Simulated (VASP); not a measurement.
N, 1 atom in the cell. The cell holds a molecule_in_box, 1 atom: a = 14.000 Å, b = 14.500 Å, c = 15.000 Å, α = 90.00°, β = 90.00°, γ = 90.00°. 

```yaml
Program: VASP 6.6.1
Task: single point
Functional: PBE
Potentials_or_basis: VASP PAW PBE potentials, release 64 (N)
Cutoff: 450 eV
k_mesh: 1 × 1 × 1
Occupations: gaussian, width 0.005 eV
Spin: collinear spin, ferromagnetic start
Starting_moments: "[3.0] μB"
Further_INCAR_settings: ALGO = Normal; EDIFF = 1e-06; ISYM = 0; AMIX = 0.2; BMIX = 0.0001
```

Potentials or basis: VASP PAW PBE potentials, release 64 (N).

Command:

```sh
$ cat potpaw_PBE.64/N/POTCAR > POTCAR
$ mpirun -np 2 vasp_gam > vasp.out
```

Hardware: 2 MPI ranks on Intel(R) Xeon(R) 6975P-C (Granite Rapids) (shared host).

Q: Estimate the wall time of this run.

A: Run time: 48 s on 2 MPI ranks on Intel(R) Xeon(R) 6975P-C (Granite Rapids), on a shared host, peak memory 1.3 GiB a rank. Counts: scf iterations 13, k points 1.
